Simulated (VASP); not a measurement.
**In: equation of state with PBEsol**

In:

```
In
1.0
     3.21417    0.00000    0.00000
    -1.60708    2.78355    0.00000
     0.00000    0.00000    5.81852
In
2
Direct
  0.66667 0.33333 0.75000
  0.33333 0.66667 0.25000
```

This isn't the form of In at room conditions, which is tetragonal.

| Quantity | Value |
| --- | --- |
| Program | VASP 6.6.1 |
| Task | equation of state |
| Functional | PBEsol |
| Potentials or basis | VASP PAW PBE potentials, release 64 (In_d) |
| Cutoff | 520 eV |
| k mesh | 8 × 8 × 4 |
| Occupations | fermi-dirac, width 0.05 eV |
| Spin | no spin polarisation |

```
Equilibrium volume                        : 26.06 Å³/atom
Bulk modulus at fixed shape and positions : 43 GPa
Pressure derivative of the bulk modulus   : 4.7 (rough: it moves with the points fitted)
```

Energy against volume, from the lowest point:
| volume (Å³/atom) | energy (meV/atom) |
| --- | --- |
| 24.987 | 6.39 |
| 25.508 | 1.63 |
| 26.029 | 0.00 |
| 26.549 | 1.19 |
| 27.070 | 4.86 |

All runs of the series together: 67 s on 1 thread of Intel(R) Xeon(R) Platinum 8259CL CPU @ 2.50GHz (Skylake/Cascade Lake) (shared host).

Caveat: the cell was scaled at fixed shape and fractional positions, which overstates the stiffness of a crystal with free parameters, most of all of layers and chains; the PAW data sets were made with another functional, which shifts forces and pressure a little.
